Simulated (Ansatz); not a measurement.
Input of an Ansatz 0.2.0 run:

The input input.yaml:

```yaml
crystal:
  lattice:
    - [3.635035, -2.39502, 0.0]
    - [3.635035, 2.39502, 0.0]
    - [0.0, 0.0, 9.79344]
  atoms:
    - { symbol: I, position: [0.6493, 0.3507, 0.3844] }
    - { symbol: I, position: [0.1493, 0.8507, 0.1156] }
    - { symbol: I, position: [0.3507, 0.6493, 0.6156] }
    - { symbol: I, position: [0.8507, 0.1493, 0.8844] }
hamiltonian:
  xc: { exchange: pbe, correlation: pbe, exx: { coeff: 0.25, omega: 0.3 } }
  pseudopotentials: { kind: paw }
kpoints:
  mp_grid: { grid: [4, 4, 2] }
scf:
  occupations: { method: fermi_dirac, width: 0.05 }
output:
  forces: true
  stress: true
  eigenvalues: true
```

Potentials or basis: Ansatz PAW.

Run with:

```bash
$ ansatz run input.yaml --threads 2 --pin off --max-ram 5632MiB --backend cpu --events-out ev --progress --plain --runs-dir out
```

(1) Estimate the band gap on the k mesh.

(2) Estimate the pressure.

(3) Predict the largest force.

Results:

(1) 1.95 eV, indirect (least direct gap 2.14 eV).

(2) 1.1 GPa.

(3) 0.370 eV/Å.

Caveat: spin-orbit coupling is left out, which moves the levels of the heavy elements; the PAW data sets come from PBE, with cores solved anew for the run's functional, which leaves a small shift of forces and pressure; the thresholds are loose for stress.
